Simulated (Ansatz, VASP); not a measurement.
# C (Diamond) in two plane-wave programs, part 2 of 2

One calculation is typed for both programs; each brings its own data sets and cutoff. How far apart do they land? The cell is taken from a series of VASP runs on this material, whose earlier steps may have relaxed, scaled or displaced it; both programs get it as it stands.

VASP 6.6.1 and Ansatz 0.2.0.

So far: Starting point; VASP: zone-centre phonons, r2SCAN; Ansatz: zone-centre phonons, r2SCAN; Comparison.

### Step 5. VASP: relaxation of cell and atoms, r2SCAN with rVV10

Level of this step: r2SCAN with rVV10; plane waves and PAW (C) (VASP).

The relaxed volume is the usual yardstick between codes: its relative difference is about their pressure difference at one cell divided by the bulk modulus. The cell compared in this pair holds 11.34 Å³, against 11.31 Å³ for the pair before.

Input file INCAR:

```
SYSTEM = C
PREC = Accurate
ENCUT = 520
EDIFF = 1E-07
NELM = 100
ISMEAR = 0
SIGMA = 0.03
LREAL = .FALSE.
ALGO = Normal
METAGGA = R2SCAN
LUSE_VDW = .TRUE.
IVDW_NL = 2
BPARAM = 11.95
CPARAM = 0.0093
LASPH = .TRUE.
NBANDS = 10
LORBIT = 11
LWAVE = .FALSE.
LCHARG = .FALSE.
KPAR = 4
IBRION = 2
NSW = 50
ISIF = 3
EDIFFG = -0.002
```

Input file POSCAR:

```
C
1.0
    0.0000000000      1.7833700000      1.7833700000
    1.7833700000      0.0000000000      1.7833700000
    1.7833700000      1.7833700000      0.0000000000
C
2
Direct
    0.7500000000      0.7500000000      0.7500000000
    0.5000000000      0.5000000000      0.5000000000
```

Input file KPOINTS:

```
Automatic mesh
0
Gamma
14 14 14
0 0 0
```

Potentials, in the order of the species: C (PBE family, release 64).

The run is started by

```
mpirun -np 4 vasp_std
```

Numbers of over 12 decimals in the logs are rounded to 6 here.

What it wrote:

```text
[banner, memory and clock lines left out]
running    4 mpi-ranks, on    1 nodes
[...]
|                                                                             |
|               ----> ADVICE to this user running VASP <----                  |
|                                                                             |
|     You have switched on vdW-DFT.                                           |
|     This routine was written and supplied by Jiri Klimes. We recommend      |
|     that you carefully read and cite the following publications:            |
|       J. Klimes, D.R. Bowler, A. Michelides                                 |
|          J. Phys.: Cond Matt. 22 022201 (2010)                              |
|       J. Klimes, D.R. Bowler, A. Michelides                                 |
|          Phys. Rev. B. 83, 195131 (2011)                                    |
|     and references therein.                                                 |
|                                                                             |

[...]
DAV:   4    -0.195812144629E+02    0.37846E-06   -0.71194E-07  2350   0.843E-03    0.195E-03
Total rVV10 correction in eV:      0.0759627     8.0925839
Total rVV10 correction in eV:      0.0759627     8.0925839
Total rVV10 correction in eV:      0.0759627     8.0925839
Total rVV10 correction in eV:      0.0759627     8.0925839
DAV:   5    -0.195812141228E+02    0.34013E-06   -0.28626E-08  1172   0.184E-03    0.326E-04
Total rVV10 correction in eV:      0.0759619     8.0925839
Total rVV10 correction in eV:      0.0759619     8.0925839
Total rVV10 correction in eV:      0.0759619     8.0925839
Total rVV10 correction in eV:      0.0759619     8.0925839
DAV:   6    -0.195812140926E+02    0.30208E-07   -0.17678E-09  1064   0.491E-04
Total rVV10 correction in eV:      0.0759618     8.0925839
Total rVV10 correction in eV:      0.0759618     8.0925839
Total rVV10 correction in eV:      0.0759618     8.0925839
Total rVV10 correction in eV:      0.0759618     8.0925839
Total rVV10 correction in eV:      0.0759618     8.0925839
Total rVV10 correction in eV:      0.0759618     8.0925839
Total rVV10 correction in eV:      0.0759618     8.0925839
Total rVV10 correction in eV:      0.0759618     8.0925839
   3 F= -.19581214E+02 E0= -.19581214E+02  d E =-.397584E-03
[...]
reached required accuracy - stopping structural energy minimisation
```

OUTCAR, selected parts (step 5):

```text
  Total        0.0007437      0.0007437      0.0007437     -0.0000000      0.0000000      0.0000000
  in kB        0.1055697      0.1055697      0.1055697     -0.0000000      0.0000000      0.0000000
  external PRESSURE =       0.1055697 kB  Pullay stress =       0.0000000 kB

 POSITION                                       TOTAL-FORCE (eV/Angst)
 -----------------------------------------------------------------------------------
      2.67059      2.67059      2.67059         0.000000      0.000000      0.000000
      1.78039      1.78039      1.78039        -0.000000     -0.000000     -0.000000
 -----------------------------------------------------------------------------------
    total drift:                                0.000000     -0.000000      0.000000

  FREE ENERGIE OF THE ION-ELECTRON SYSTEM (eV)
  ---------------------------------------------------
  free  energy   TOTEN  =       -19.5812140926 eV

  energy  without entropy=      -19.5812140926  energy(sigma->0) =      -19.58121409

 reached required accuracy - stopping structural energy minimisation

[... 1 part as in an earlier step ...]

[... 2 further parts left out ...]
[key lines of the parts left out:]
E-fermi :   9.9304
```

### Step 6. Ansatz: relaxation of cell and atoms, r2SCAN with rVV10

The same cell, functional, mesh and smearing now go to Ansatz, which takes its cutoff from its data sets.

The cell is taken from a series of VASP runs on this material, whose earlier steps may have relaxed, scaled or displaced it; both programs get it as it stands.

Input file input.yaml:

```yaml
crystal:
  lattice:
    - [0.0, 1.78337, 1.78337]
    - [1.78337, 0.0, 1.78337]
    - [1.78337, 1.78337, 0.0]
  atoms:
    - { symbol: C, position: [0.75, 0.75, 0.75] }
    - { symbol: C, position: [0.5, 0.5, 0.5] }
hamiltonian:
  xc: r2scan
  pseudopotentials: { kind: paw }
  dispersion: rvv10
kpoints:
  mp_grid: { grid: [14, 14, 14] }
scf:
  occupations: { method: gaussian, width: 0.03 }
relax:
  f_tol: 0.01
  max_steps: 60
  cell: { stress_tol: 0.05 }
output:
  forces: true
  stress: true
```

The run is started by

```
ansatz run input.yaml --threads 4 --pin off --max-ram 9216MiB --backend cpu --events-out ev --progress --plain --runs-dir out
```

What it wrote:

```text
[...]
Crystal: 2 atoms, lattice volume = 11.344 Å³
Basis set: ecut = 500 eV, 283 PW (Γ), exchange–correlation on 96×96×96 points (64 copies of the dense FFT grid, shifted against one another)
Bands: 8, of which v1, the nominal top of the filled ones, is band 4 counted from 1 (3 counted from 0)
Symmetry: 48 space group operations
[...]
k-points: 104 of 2744
[...]
P = ⅓ Tr σ = 0.0111 GPa (0.111 kbar)
--- Relaxed structure (3 steps of the walk, 3 accepted, 1 SCFs on fresh bases) ---
  F+E_penalty+E_count = -502.85141320 eV   max|allowed force component| = 1.804e-16 eV/Å   (the final SCF, on the basis selected at the relaxed cell)
  cell:  # Å, volume = 11.2592 Å³
    - [0, 1.778932, 1.778932]
    - [1.778932, 0, 1.778932]
    - [1.778932, 1.778932, 0]
  atoms:
    - { symbol: C, position: [0.75, 0.75, 0.75] }
    - { symbol: C, position: [0.5, 0.5, 0.5] }
[key lines of the parts left out:]
SCF converged after 4 iterations
Free energy (F): -502.851413 eV
Fermi energy:    15.598809 eV
```

It took 1.8 s on 4 threads of Arm Neoverse V2, shared host; peak memory 0.32 GiB.

### Step 7. Side by side

What differs besides the data sets and the points named for the pairs above, as far as they apply: both relaxations stop at a tolerance, which leaves soft axes loose, and VASP keeps its plane-wave basis; Ansatz adds a Pulay correction to the stress that steers its cell, VASP none. Total energies have different zeros and are not compared.

Both answers:

```tsv
quantity	Ansatz	VASP	difference
volume (Å³)	11.26	11.29	-0.25 %
edge a after relaxation, in the typed setting (Å)	2.516	2.518	-0.08 %
```

The walks stopped with 0.01 GPa left in Ansatz and 0.01 GPa in VASP; each walk ends within a tolerance, so the volume difference is uncertain by about these residues over the bulk modulus, most in soft cells.

### Step 8. Results

```
r.m.s. difference of the optical zone-centre modes, each program's sorted by frequency (zone-centre phonons, r2SCAN) : 2.3 cm⁻¹
difference in volume (relaxation of cell and atoms, r2SCAN with rVV10)                                               : -0.25 %
```

In words: The difference in volume is -0.25 % (relaxation of cell and atoms, r2SCAN with rVV10), within the 1.2 % picked in this series as the mark of a large difference, as far as the stopping tolerances let one tell. Such differences can come from data sets, numerical settings and the points named under the comparisons, not from the functional's error against experiment.

[Lines on the potential files, build, host, timing and source positions are cut from VASP's logs without a mark.]

[Logs are printed without paths, hosts, clocks, repeated set-up lines and the standing remarks that a program may print on its own settings, such as how far it seeks lower states.]

[Hosts, paths, dates, database ids (printed as entryN), source tags and the programs' standing remarks are cut or masked in the printed files.]
